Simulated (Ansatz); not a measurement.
# Transmission past a defect: armchair graphene nanoribbon (N = 7, H edges), Fe placed on top of one C

What does the defect do to the conductance?

Main program and level: Ansatz 0.2.0; DFT PBE, plane waves, PAW; relaxation of a wire's period, in the first sound run; inputs show where later runs differ.

### Step 1. Starting point

The cell holds 18 atoms: 14 C and 4 H. Cell: a = 16.232 Å, b = 7.000 Å, c = 4.260 Å, α = 90.0°, β = 90.0°, γ = 90.0°. Vacuum lies along a and b. The structure's axis is c.

### Step 2. The relaxed wire

Band widths follow the bond lengths, so the wire is relaxed first. The atoms and the third cell vector are free; the box across stays fixed as vacuum. A Fermi-Dirac smearing is set since the result may be a metal. The pressure printed is a third of the stress's trace over the whole box, vacuum included; only the stress along the axis is relaxed.

File input.yaml:

```yaml
crystal:
  lattice:
    - [16.232, 0.0, 0.0]
    - [0.0, 7.0, 0.0]
    - [0.0, 0.0, 4.26]
  atoms:
    - { symbol: C, position: [0.272711137, 0.5, 0.0] }
    - { symbol: C, position: [0.424233571, 0.5, 0.0] }
    - { symbol: C, position: [0.575756005, 0.5, 0.0] }
    - { symbol: C, position: [0.727278439, 0.5, 0.0] }
    - { symbol: C, position: [0.272711137, 0.5, 0.333333333] }
    - { symbol: C, position: [0.424233571, 0.5, 0.333333333] }
    - { symbol: C, position: [0.575756005, 0.5, 0.333333333] }
    - { symbol: C, position: [0.727278439, 0.5, 0.333333333] }
    - { symbol: H, position: [0.21562346, 0.5, 0.458920188] }
    - { symbol: H, position: [0.784366117, 0.5, 0.458920188] }
    - { symbol: C, position: [0.348472354, 0.5, 0.5] }
    - { symbol: C, position: [0.499994788, 0.5, 0.5] }
    - { symbol: C, position: [0.651517222, 0.5, 0.5] }
    - { symbol: C, position: [0.348472354, 0.5, 0.833333333] }
    - { symbol: C, position: [0.499994788, 0.5, 0.833333333] }
    - { symbol: C, position: [0.651517222, 0.5, 0.833333333] }
    - { symbol: H, position: [0.21562346, 0.5, 0.874413146] }
    - { symbol: H, position: [0.784366117, 0.5, 0.874413146] }
kpoints:
  mp_grid: { grid: [1, 1, 19] }
scf:
  occupations: { method: fermi_dirac, width: 0.05 }
hamiltonian:
  xc: pbe
relax:
  cell: { fix: [a, b, alpha, beta, gamma] }
  max_steps: 60
```

The run is started by

```sh
> ansatz run input.yaml --threads 4 --pin off --max-ram 16384MiB --backend cpu --events-out ev --progress --plain --runs-dir out
```

Numbers of over 12 decimals in the logs are rounded to 6 here.

Output:

```text
Engine: ansatz 0.2.0, aarch64-unknown-linux-gnu
Pseudopotentials: kind: paw
Pseudopotential: C, paw, valence charge 4, recommended cutoff 420 eV (normal), C.paw.azcp
Pseudopotential: H, paw, valence charge 1, recommended cutoff 420 eV (normal), H.paw.azcp
Functional definition: PBE
  parameter kappa = 0.804
  parameter beta = 0.066725
  exchange = pbe_x(kappa = kappa, mu = beta*pi^2/3)
  correlation = pbe_c(beta = beta)
Crystal: 18 atoms, lattice volume = 484.038 Å³
Basis set: ecut = 420 eV, 9487 PW (Γ), exchange–correlation on 240×96×60 points (8 copies of the dense FFT grid, shifted against one another)
Bands: 48, of which v1, the nominal top of the filled ones, is band 30 counted from 1 (29 counted from 0)
Symmetry: 8 space group operations
Space group: Pmmm (ITA 47), of the structure as read, at distance tolerance 7.9e-5 Å
k-points: 10 of 19
Non-local potential: C, projectors of the file, l = 0: 2, l = 1: 2, l = 2: 1
Non-local potential: H, projectors of the file, l = 0: 2, l = 1: 1
PAW form: soft (Blöchl's): semilocal exchange-correlation on the pseudo side does not see the compensation charge
PAW one-centre angular grid: C, 110 points (default); XC on 64 Gauss nodes
PAW one-centre angular grid: H, 110 points (default); XC on 64 Gauss nodes
Initial density: superposition of atomic densities (neutral atoms: chi_scale 0, normalization atom), corrected by the library's trained network
Initial wavefunctions: pseudopotential atomic-orbital guess
Functional: x = pbe(κ = 0.804, μ = 0.219515), c = pbe(β = 0.066725)
SCF iter   1: F=—  HF=-3576.224013 eV  |F-HF|=—  |Δ(HF+E_count)|=         —  Δρ=2.51e-3  dr2=1.14e-1  ethr=1.77e-3  ⟨swp⟩=8.6  Hψ=2666  notcnv=0  defer=90
preconditioner: auto → Resta (q_TF=auto, 1.927 Å⁻¹)  ε∞=1.9  [insulator: Δε(μ)=1.483 eV  Ē_g=14.134 eV  σ=0.050 eV  W_gap=1.00  n_scr=66 (ndim 8)  ℏωp=13.1 eV  f_vac=0.631  D(μ)=0.00/eV (n_scr^D=0)  ε∞_Penn≈1.9  vacuum switching on, ρ_ref=1.4e-2 e/Å³]
SCF iter   2: F=—  HF=-3576.205329 eV  |F-HF|=—  |Δ(HF+E_count)|=   1.87e-2  Δρ=2.06e-3  dr2=3.91e-2  ethr=1.90e-4  ⟨swp⟩=2.4  Hψ=781  notcnv=0  defer=109
SCF iter   3: F=—  HF=-3576.199003 eV  |F-HF|=—  |Δ(HF+E_count)|=   6.33e-3  Δρ=9.06e-4  dr2=4.69e-3  ethr=6.51e-5  ⟨swp⟩=2.0  Hψ=631  notcnv=0  defer=109
SCF iter   4: F=—  HF=-3576.199482 eV  |F-HF|=—  |Δ(HF+E_count)|=   4.78e-4  Δρ=2.94e-4  dr2=4.41e-4  ethr=7.82e-6  ⟨swp⟩=2.7  Hψ=712  notcnv=0  defer=109
SCF iter   5: F=—  HF=-3576.199823 eV  |F-HF|=—  |Δ(HF+E_count)|=   3.42e-4  Δρ=8.18e-5  dr2=2.83e-5  ethr=7.35e-7  ⟨swp⟩=2.0  Hψ=678  notcnv=0  defer=109
SCF iter   6: F=—  HF=-3576.199915 eV  |F-HF|=—  |Δ(HF+E_count)|=   9.15e-5  Δρ=2.42e-5  dr2=2.10e-6  ethr=4.72e-8  ⟨swp⟩=2.0  Hψ=768  notcnv=0  defer=109
SCF iter   7: F=-3576.199915 eV  HF=-3576.199915 eV  |F-HF|=1.32e-7  |Δ(HF+E_count)|=   5.18e-7  Δρ=5.14e-6  dr2=8.91e-8  ethr=1.67e-10  ⟨swp⟩=3.5  Hψ=1788  notcnv=0
SCF 1 converged in 7 iterations: F = -3576.199915 eV  dr2 = 8.91e-8
  greatest PAW one-centre occupation: 0.674 electrons in one spin orbital (limit 2), on the C atom at site 6 (counted from 0), in its partial waves of l = 0
relax step   1: F+E_penalty+E_count = -3576.19991546 eV  Δ(F+E_penalty+E_count) = +0.000e0 eV  max|allowed force component| = 2.461e0 eV/Å  Δτ_max = 0.0000 Å  P = +0.466 GPa  Ω = 484.038 Å³  fix = [a, b, alpha, beta, gamma]  reactions: a +0.483, b +0.101 GPa  (7 SCF iters, dr2 threshold 1.00e-7 eV, accepted)
Crystal: 18 atoms, lattice volume = 487.941 Å³
Basis set: ecut = 420 eV, 9563 PW (Γ), exchange–correlation on 240×96×60 points (8 copies of the dense FFT grid, shifted against one another)
Initial density: handed on by an earlier stage of this run
Initial wavefunctions: those handed on with the density
iter 1 solved again at ethr=1.38e-4 eV; its pass at ethr=3.10e-3 eV (dr2=8.30e-2 eV) is discarded
SCF iter   1: F=—  HF=-3576.423690 eV  |F-HF|=—  |Δ(HF+E_count)|=         —  Δρ=4.88e-3  dr2=8.74e-2  ethr=1.38e-4  ⟨swp⟩=5.1  Hψ=2041  notcnv=0
preconditioner: auto → Resta (q_TF=auto, 1.924 Å⁻¹)  ε∞=1.9  [insulator: Δε(μ)=1.531 eV  Ē_g=13.807 eV  σ=0.050 eV  W_gap=1.00  n_scr=66 (ndim 8)  ℏωp=13.0 eV  f_vac=0.636  D(μ)=0.00/eV (n_scr^D=0)  ε∞_Penn≈1.9  vacuum switching on, ρ_ref=1.4e-2 e/Å³]
SCF iter   2: F=—  HF=-3576.403784 eV  |F-HF|=—  |Δ(HF+E_count)|=   1.99e-2  Δρ=2.05e-3  dr2=1.44e-2  ethr=1.38e-4  ⟨swp⟩=2.1  Hψ=871  notcnv=0
SCF iter   3: F=—  HF=-3576.402610 eV  |F-HF|=—  |Δ(HF+E_count)|=   1.17e-3  Δρ=9.34e-4  dr2=4.34e-3  ethr=2.40e-5  ⟨swp⟩=2.1  Hψ=731  notcnv=0
SCF iter   4: F=—  HF=-3576.402200 eV  |F-HF|=—  |Δ(HF+E_count)|=   4.10e-4  Δρ=3.10e-4  dr2=3.57e-4  ethr=7.23e-6  ⟨swp⟩=2.2  Hψ=660  notcnv=0
SCF iter   5: F=—  HF=-3576.402300 eV  |F-HF|=—  |Δ(HF+E_count)|=   1.00e-4  Δρ=9.24e-5  dr2=2.85e-5  ethr=5.95e-7  ⟨swp⟩=2.0  Hψ=670  notcnv=0
SCF iter   6: F=-3576.402308 eV  HF=-3576.402307 eV  |F-HF|=6.32e-7  |Δ(HF+E_count)|=   6.98e-6  Δρ=2.01e-5  dr2=1.46e-6  ethr=3.00e-9  ⟨swp⟩=3.7  Hψ=1892  notcnv=0
SCF 2 converged in 6 iterations: F = -3576.402308 eV  dr2 = 1.46e-6
  greatest PAW one-centre occupation: 0.676 electrons in one spin orbital (limit 2), on the C atom at site 7 (counted from 0), in its partial waves of l = 0
relax step   2: F+E_penalty+E_count = -3576.40230767 eV  Δ(F+E_penalty+E_count) = -2.024e-1 eV  max|allowed force component| = 7.561e-1 eV/Å  Δτ_max = 0.0478 Å  P = +0.131 GPa  Ω = 487.941 Å³  energy of the carried Pulay correction = -3.796e-3 eV  fix = [a, b, alpha, beta, gamma]  reactions: a +0.355, b +0.092 GPa  (6 SCF iters, dr2 threshold 1.80e-6 eV, accepted)
Crystal: 18 atoms, lattice volume = 488.432 Å³
Basis set: ecut = 420 eV, 9567 PW (Γ), exchange–correlation on 240×96×60 points (8 copies of the dense FFT grid, shifted against one another)
iter 1 solved again at ethr=1.83e-5 eV; its pass at ethr=3.10e-3 eV (dr2=1.10e-2 eV) is discarded
SCF iter   1: F=—  HF=-3576.422224 eV  |F-HF|=—  |Δ(HF+E_count)|=         —  Δρ=1.77e-3  dr2=1.14e-2  ethr=1.83e-5  ⟨swp⟩=2.9  Hψ=1871  notcnv=0
preconditioner: auto → Resta (q_TF=auto, 1.924 Å⁻¹)  ε∞=1.9  [insulator: Δε(μ)=1.587 eV  Ē_g=13.809 eV  σ=0.050 eV  W_gap=1.00  n_scr=66 (ndim 8)  ℏωp=13.0 eV  f_vac=0.635  D(μ)=0.00/eV (n_scr^D=0)  ε∞_Penn≈1.9  vacuum switching on, ρ_ref=1.4e-2 e/Å³]
SCF iter   2: F=—  HF=-3576.419409 eV  |F-HF|=—  |Δ(HF+E_count)|=   2.82e-3  Δρ=7.48e-4  dr2=2.13e-3  ethr=1.83e-5  ⟨swp⟩=2.0  Hψ=681  notcnv=0
SCF iter   3: F=—  HF=-3576.419141 eV  |F-HF|=—  |Δ(HF+E_count)|=   2.68e-4  Δρ=3.63e-4  dr2=6.83e-4  ethr=3.55e-6  ⟨swp⟩=2.0  Hψ=670  notcnv=0
SCF iter   4: F=—  HF=-3576.419134 eV  |F-HF|=—  |Δ(HF+E_count)|=   6.85e-6  Δρ=9.03e-5  dr2=2.73e-5  ethr=1.14e-6  ⟨swp⟩=2.1  Hψ=633  notcnv=0
SCF iter   5: F=—  HF=-3576.419137 eV  |F-HF|=—  |Δ(HF+E_count)|=   2.81e-6  Δρ=2.77e-5  dr2=3.28e-6  ethr=4.56e-8  ⟨swp⟩=2.1  Hψ=744  notcnv=0
SCF iter   6: F=-3576.419137 eV  HF=-3576.419137 eV  |F-HF|=4.22e-8  |Δ(HF+E_count)|=   2.15e-7  Δρ=7.21e-6  dr2=1.70e-7  ethr=3.00e-9  ⟨swp⟩=5.0  Hψ=1546  notcnv=0
SCF 3 converged in 6 iterations: F = -3576.419137 eV  dr2 = 1.70e-7
  greatest PAW one-centre occupation: 0.678 electrons in one spin orbital (limit 2), on the C atom at site 7 (counted from 0), in its partial waves of l = 0
relax step   3: F+E_penalty+E_count = -3576.41913715 eV  Δ(F+E_penalty+E_count) = -1.683e-2 eV  max|allowed force component| = 5.946e-2 eV/Å  Δτ_max = 0.0148 Å  P = +0.068 GPa  Ω = 488.432 Å³  energy of the carried Pulay correction = -4.272e-3 eV  fix = [a, b, alpha, beta, gamma]  reactions: a -0.023, b +0.090 GPa  (6 SCF iters, dr2 threshold 1.80e-6 eV, accepted)
[...]
relax step   4: F+E_penalty+E_count = -3576.41926857 eV  Δ(F+E_penalty+E_count) = -1.314e-4 eV  max|allowed force component| = 1.199e-2 eV/Å  Δτ_max = 0.0021 Å  P = +0.026 GPa  Ω = 488.586 Å³  energy of the carried Pulay correction = -4.421e-3 eV  fix = [a, b, alpha, beta, gamma]  reactions: a -0.008, b +0.090 GPa  (5 SCF iters, dr2 threshold 2.21e-7 eV, accepted)
[...]
relax step   5: F+E_penalty+E_count = -3576.41929010 eV  Δ(F+E_penalty+E_count) = -2.153e-5 eV  max|allowed force component| = 1.770e-2 eV/Å  Δτ_max = 0.0023 Å  P = +0.042 GPa  Ω = 488.547 Å³  energy of the carried Pulay correction = -4.383e-3 eV  fix = [a, b, alpha, beta, gamma]  (6 SCF iters, dr2 threshold 8.99e-9 eV, rejected (line search))
[...]
relax step   6: F+E_penalty+E_count = -3576.41931178 eV  Δ(F+E_penalty+E_count) = -4.321e-5 eV  max|allowed force component| = 1.084e-3 eV/Å  Δτ_max = 0.0009 Å  P = +0.031 GPa  Ω = 488.563 Å³  energy of the carried Pulay correction = -4.399e-3 eV  fix = [a, b, alpha, beta, gamma]  reactions: a +0.000, b +0.090 GPa  (7 SCF iters, accepted)
Initial wavefunctions: pseudopotential atomic-orbital guess (no wavefunctions were taken with the density)
iter 1 solved again at ethr=3.58e-7 eV; its pass at ethr=3.10e-3 eV (dr2=2.15e-4 eV) is discarded
SCF iter   1: F=—  HF=-3576.423058 eV  |F-HF|=—  |Δ(HF+E_count)|=         —  Δρ=5.29e-5  dr2=1.01e-6  ethr=3.58e-7  ⟨swp⟩=9.8  Hψ=5346  notcnv=0  defer=2
preconditioner: auto → Resta (q_TF=auto, 1.924 Å⁻¹)  ε∞=1.9  [insulator: Δε(μ)=1.572 eV  Ē_g=13.816 eV  σ=0.050 eV  W_gap=1.00  n_scr=66 (ndim 8)  ℏωp=13.0 eV  f_vac=0.635  D(μ)=0.00/eV (n_scr^D=0)  ε∞_Penn≈1.9  vacuum switching on, ρ_ref=1.4e-2 e/Å³]
SCF iter   2: F=—  HF=-3576.423660 eV  |F-HF|=—  |Δ(HF+E_count)|=   6.02e-4  Δρ=2.67e-5  dr2=2.49e-7  ethr=1.69e-9  ⟨swp⟩=3.2  Hψ=957  notcnv=0  defer=3
SCF iter   3: F=—  HF=-3576.423928 eV  |F-HF|=—  |Δ(HF+E_count)|=   2.68e-4  Δρ=3.16e-6  dr2=2.65e-8  ethr=4.15e-10  ⟨swp⟩=2.3  Hψ=799  notcnv=0  defer=3
SCF iter   4: F=—  HF=-3576.423933 eV  |F-HF|=—  |Δ(HF+E_count)|=   4.77e-6  Δρ=7.49e-7  dr2=4.97e-9  ethr=4.42e-11  ⟨swp⟩=2.1  Hψ=665  notcnv=0  defer=3
SCF iter   5: F=—  HF=-3576.423933 eV  |F-HF|=—  |Δ(HF+E_count)|=   1.65e-8  Δρ=4.31e-7  dr2=7.76e-10  ethr=8.29e-12  ⟨swp⟩=2.1  Hψ=594  notcnv=0  defer=3
SCF iter   6: F=-3576.423933 eV  HF=-3576.423933 eV  |F-HF|=2.65e-10  |Δ(HF+E_count)|=   3.36e-9  Δρ=1.11e-7  dr2=6.87e-11  ethr=1.00e-12  ⟨swp⟩=5.0  Hψ=1617  notcnv=0
SCF 7 converged in 6 iterations: F = -3576.423933 eV  dr2 = 6.87e-11
relax step   7: F+E_penalty+E_count = -3576.42393294 eV  Δ(F+E_penalty+E_count) = -4.621e-3 eV  max|allowed force component| = 7.418e-4 eV/Å  Δτ_max = 0.0000 Å  P = +0.042 GPa  Ω = 488.563 Å³  fix = [a, b, alpha, beta, gamma]  reactions: a -0.002, b +0.111 GPa  stress off target by 1.68e-2 GPa on what of the cell is left free  SCF on the basis re-selected at this cell (its energy is not comparable with the rows above)  (6 SCF iters)
basis re-selected at this cell: Δ(F+E_penalty+E_count) = -4.621e-3 eV, ΔP = +0.011 GPa vs the last step (what re-selecting the basis moved, of the pressure what is left beyond the Pulay correction that the steps carried, after the strain that the cell walked since its last selection, with what the two solves' SCF thresholds leave and, on support functions, any second-order correction that the steps lacked; it is no m [...]
SCF converged after 6 iterations
Free energy (F): -3576.423933 eV
Harris-Foulkes:  -3576.423933 eV  (|F-HF|=2.65e-10)
Internal energy: -3576.423933 eV  (E = F + TS)
E sigma→0 (E₀):  -3576.423933 eV
Entropy (-TS):   -0.000000 eV (-0.000 meV/atom)
Fermi energy:    -0.951112 eV
--- Per-component energies (eV) ---
  E_band       = -588.751688
  E_kinetic    = 1323.774171
  E_local      = -11632.444918  (includes V_loc(G=0)·N_el)
  E_nonlocal   = 389.269068
  E_hartree    = 5152.218326
  E_xc         = -706.310600
  E_vxc        = -875.886982  (∫ρ·V_xc dr)
  E_paw        = -1392.964600  (= ΣΔE_a)
  E_vpaw       = -97.894542  (= ΣTr[D̂ρ^β])
  E_aug_tail   = -0.005464  (compensation charges beyond the density's cutoff)
  E_ewald      = 3290.040085
  E_smearing   = -0.000000  (= −TS)
  E_closure    = 0.000000  (closes the sum)
  Σ components = -3576.423933   (vs F -3576.423933, Δ=0.00e0)
--- Forces (eV/Å), atoms counted from 1 ---
  atom   1  C     -0.00053506     0.00000000    -0.00025331
  atom   2  C      0.00020197    -0.00000000    -0.00074180
  atom   3  C     -0.00020197     0.00000000    -0.00074180
  atom   4  C      0.00053506     0.00000000    -0.00025331
  atom   5  C     -0.00053506    -0.00000000     0.00025331
  atom   6  C      0.00020197     0.00000000     0.00074180
  atom   7  C     -0.00020197     0.00000000     0.00074180
  atom   8  C      0.00053506    -0.00000000     0.00025331
  atom   9  H      0.00035036    -0.00000000     0.00000669
  atom  10  H     -0.00035036     0.00000000     0.00000669
  atom  11  C      0.00033256    -0.00000000    -0.00018573
  atom  12  C      0.00000000     0.00000000     0.00036464
  atom  13  C     -0.00033256    -0.00000000    -0.00018573
  atom  14  C      0.00033256    -0.00000000     0.00018573
  atom  15  C      0.00000000     0.00000000    -0.00036464
  atom  16  C     -0.00033256    -0.00000000     0.00018573
  atom  17  H      0.00035036     0.00000000    -0.00000669
  atom  18  H     -0.00035036     0.00000000    -0.00000669
  max |Σ_I F_I| component: 4.34e-19 eV/Å
--- Stress (GPa, compression-positive) ---
       -0.002133       0.000000       0.000000
        0.000000       0.111121       0.000000
        0.000000       0.000000       0.016830
  P = ⅓ Tr σ = 0.0419 GPa (0.419 kbar)
--- Relaxed structure (6 steps of the walk, 5 accepted, 1 SCFs on fresh bases) ---
  F+E_penalty+E_count = -3576.42393294 eV   max|allowed force component| = 7.418e-4 eV/Å   (the final SCF, on the basis selected at the relaxed cell)
  cell:  # Å, volume = 488.5629 Å³
    - [16.232, 0.0, 0.0]
    - [0.0, 7.0, 0.0]
    - [0.0, 0.0, 4.299821]
  atoms:
    - { symbol: C, position: [0.273844, 0.5, 0.00736706] }
    - { symbol: C, position: [0.423836, 0.5, -0.00025673] }
    - { symbol: C, position: [0.576164, 0.5, -0.00025673] }
    - { symbol: C, position: [0.726156, 0.5, 0.00736706] }
    - { symbol: C, position: [0.273844, 0.5, 0.325966] }
    - { symbol: C, position: [0.423836, 0.5, 0.333590] }
    - { symbol: C, position: [0.576164, 0.5, 0.333590] }
    - { symbol: C, position: [0.726156, 0.5, 0.325966] }
    - { symbol: H, position: [0.214811, 0.5, 0.445614] }
    - { symbol: H, position: [0.785189, 0.5, 0.445614] }
    - { symbol: C, position: [0.348110, 0.5, 0.499145] }
    - { symbol: C, position: [0.5, 0.5, 0.501347] }
    - { symbol: C, position: [0.651890, 0.5, 0.499145] }
    - { symbol: C, position: [0.348110, 0.5, 0.834188] }
    - { symbol: C, position: [0.5, 0.5, 0.831986] }
    - { symbol: C, position: [0.651890, 0.5, 0.834188] }
    - { symbol: H, position: [0.214811, 0.5, 0.887720] }
    - { symbol: H, position: [0.785189, 0.5, 0.887720] }
```

Elapsed: 19 s, on 4 threads of Arm Neoverse V2, shared host; peak memory 0.96 GiB; 72 s of CPU time.

Relaxation path:

| step | energy less that of the first step (eV) | largest force component (eV/Å) | pressure (GPa) | volume (Å³) |
| --- | --- | --- | --- | --- |
| 1 | 0.0000 | 2.4610 | 0.47 | 484.04 |
| 2 | -0.2024 | 0.7561 | 0.13 | 487.94 |
| 3 | -0.2192 | 0.0595 | 0.07 | 488.43 |
| 4 | -0.2194 | 0.0120 | 0.03 | 488.59 |
| 5 | -0.2194 | 0.0177 | 0.04 | 488.55 |
| 6 | -0.2194 | 0.0011 | 0.03 | 488.56 |
| 7* | -0.2240 | 0.0007 | 0.04 | 488.56 |

Relaxation steps marked * repeat the geometry before them on a plane-wave basis chosen anew for their cell, so energy and pressure can jump there. Relaxation step 5 was tried and not accepted.

The run keeps the 8 symmetry operations that it works with, so distortions that break them were not tested.

```
cell as run  before  after  change
      c (Å)   4.260  4.300  +0.9 %
```

The atoms that moved most (Å, along periodic axes as changes of fractional coordinates times the final cell, across vacuum about the mean position):

| atom | dx | dy | dz | length |
| --- | --- | --- | --- | --- |
| H9 | -0.013 | 0.000 | -0.057 | 0.059 |
| H10 | 0.013 | 0.000 | -0.057 | 0.059 |
| H17 | -0.013 | 0.000 | 0.057 | 0.059 |
| H18 | 0.013 | 0.000 | 0.057 | 0.059 |
| C1 | 0.018 | 0.000 | 0.032 | 0.037 |
| C5 | 0.018 | 0.000 | -0.032 | 0.037 |
| C4 | -0.018 | 0.000 | 0.032 | 0.037 |
| C8 | -0.018 | 0.000 | -0.032 | 0.037 |

Numbers from this step:

| Property | Result |
| --- | --- |
| cell length along the wire | 4.300 Å |

The cell's length comes to 4.300 Å with spin left out.

(Part 1 of 4 ends here.)

[Logs are printed without paths, hosts, clocks, repeated set-up lines and the standing remarks that a program may print on its own settings, such as how far it seeks lower states.]

[Hosts, paths, dates, database ids (printed as entryN), source tags and the programs' standing remarks are cut or masked in the printed files.]
